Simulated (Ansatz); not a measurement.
An Ansatz input and the part of its output that reports the observables at the nuclei.

The cell is a COD entry, relaxed with PBE at fixed cell and then changed (volume scaled by 0.98, ions relaxed).

```yaml
crystal:
  lattice:
    - [3.7248334933, 0.0, 0.0]
    - [-1.8624167466, 3.2258004301, 0.0]
    - [0.0, 0.0, 15.813151143]
  atoms:
    - { symbol: Ga, position: [0.3333333333, 0.6666666667, 0.9276668802] }
    - { symbol: Ga, position: [0.6666666667, 0.3333333333, 0.4276668802] }
    - { symbol: Ga, position: [0.3333333333, 0.6666666667, 0.5723331198] }
    - { symbol: Ga, position: [0.6666666667, 0.3333333333, 0.0723331198] }
    - { symbol: Se, position: [0.3333333333, 0.6666666667, 0.1563792316] }
    - { symbol: Se, position: [0.6666666667, 0.3333333333, 0.6563792316] }
    - { symbol: Se, position: [0.3333333333, 0.6666666667, 0.3436207684] }
    - { symbol: Se, position: [0.6666666667, 0.3333333333, 0.8436207684] }
kpoints:
  mp_grid: { grid: [14, 14, 3] }
scf:
  occupations: { method: fermi_dirac, width: 0.05 }
hamiltonian:
  xc: pbe
  pseudopotentials: { kind: paw }
output:
  forces: true
  stress: true
  populations: true
  efg: { quadrupole_moments_barn: { Ga: 0.107 }, contact_densities: true }
relax:
  f_tol: 0.02
  max_steps: 60
```

```sh
ansatz run input.yaml --threads 1 --pin off --max-ram 3072MiB --backend cpu --events-out ev --progress --plain --runs-dir out
```

The run relaxes the ions first, and the block belongs to the relaxed positions.

Of the output, the block on the nuclei alone is shown; the set-up, the SCF iterations, energies, forces and stress are cut.

```
--- PAW observables at the nuclei: V_zz in 10²¹ V/m², potentials from the cell's mean, atoms counted from 1 ---
  atom   1  Ga V_zz =    -0.116316   η = 0.0000   by run symmetry: allowed   C_q = -0.3009 MHz
            electrostatic potential = -4130.200902 V   contact ρ = 187435.781306 e/Å³
  atom   2  Ga V_zz =    -0.116316   η = 0.0000   by run symmetry: allowed   C_q = -0.3009 MHz
            electrostatic potential = -4130.200902 V   contact ρ = 187435.781306 e/Å³
  atom   3  Ga V_zz =    -0.116316   η = 0.0000   by run symmetry: allowed   C_q = -0.3009 MHz
            electrostatic potential = -4130.200902 V   contact ρ = 187435.781306 e/Å³
  atom   4  Ga V_zz =    -0.116316   η = 0.0000   by run symmetry: allowed   C_q = -0.3009 MHz
            electrostatic potential = -4130.200902 V   contact ρ = 187435.781306 e/Å³
  atom   5  Se V_zz =   +17.645189   η = 0.0000   by run symmetry: allowed
            electrostatic potential = -4709.372005 V   contact ρ = 262894.239543 e/Å³
  atom   6  Se V_zz =   +17.645189   η = 0.0000   by run symmetry: allowed
            electrostatic potential = -4709.372005 V   contact ρ = 262894.239543 e/Å³
  atom   7  Se V_zz =   +17.645189   η = 0.0000   by run symmetry: allowed
            electrostatic potential = -4709.372005 V   contact ρ = 262894.239543 e/Å³
  atom   8  Se V_zz =   +17.645189   η = 0.0000   by run symmetry: allowed
            electrostatic potential = -4709.372005 V   contact ρ = 262894.239543 e/Å³
```

The relaxation (4 steps) took 54 s of wall time (53 s of CPU time) and 0.88 GiB at its peak, on 1 thread of Intel Xeon 6975P-C (Granite Rapids) (x86_64; 16 cores open to the job, memory cap 3.0 GiB, no GPU), a shared host with a load of 0.1 a core.

With no gap above 0.1 eV, as in a metal, the gradients converge slowly in k; expect changes of a tenth or more on a denser mesh.
